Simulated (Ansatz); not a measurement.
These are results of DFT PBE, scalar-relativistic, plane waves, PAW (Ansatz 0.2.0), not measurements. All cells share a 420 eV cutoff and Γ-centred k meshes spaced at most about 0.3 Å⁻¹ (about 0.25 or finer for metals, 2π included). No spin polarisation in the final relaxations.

These are static total energies at zero pressure.

Two relaxed structures of P:

A. Space group Cmm2 (No. 35), orthorhombic, a = 3.261 Å, b = 9.112 Å, c = 6.261 Å. Around P on a site of symmetry m lie 3 P at 2.19–2.32 Å; around P on a site of symmetry mm2 lie 2 P at 2.15 Å; around P on a second site of symmetry mm2 lie 2 P at 2.15 Å and 2 P at 2.32 Å.

B. Space group R32 (No. 155), trigonal, a = 6.371 Å, c = 7.656 Å. P on a site of symmetry 3 is surrounded by 4 P at 2.20–2.28 Å; P on a site of symmetry 2 is surrounded by 2 P at 2.28 Å and 2 P at 2.60 Å.

Question: Which form is favoured at zero pressure, and by what margin per atom?

Answer: A is lower, by 57 meV/atom. A has space group Cmm2 (No. 35), 23.3 Å³/atom and no gap on its mesh; B has space group R32 (No. 155), 17.9 Å³/atom and no gap. Counting all near atoms (those within 1.25 times the shortest such distance or 1.15 times the sum of covalent radii; a plus sign parts nearer from farther groups; a slash parts the counts of unlike sites), A has P 2/3/4 and B has P 2+2/4. Both come from invented guesses. A third cell relaxed alike, in P6_3/mmc, lies 216 meV/atom below the lower of the two. The part of the Crystallography Open Database at hand lists P in space groups No. 2, 13, 64, 123; no cell shown has one of them.

No dispersion correction is applied, so the spacing and binding between layers, chains or molecules are poorly described (Cmm2), and this can change margins and order among such cells. Cells relaxed within their symmetry can be saddle points.
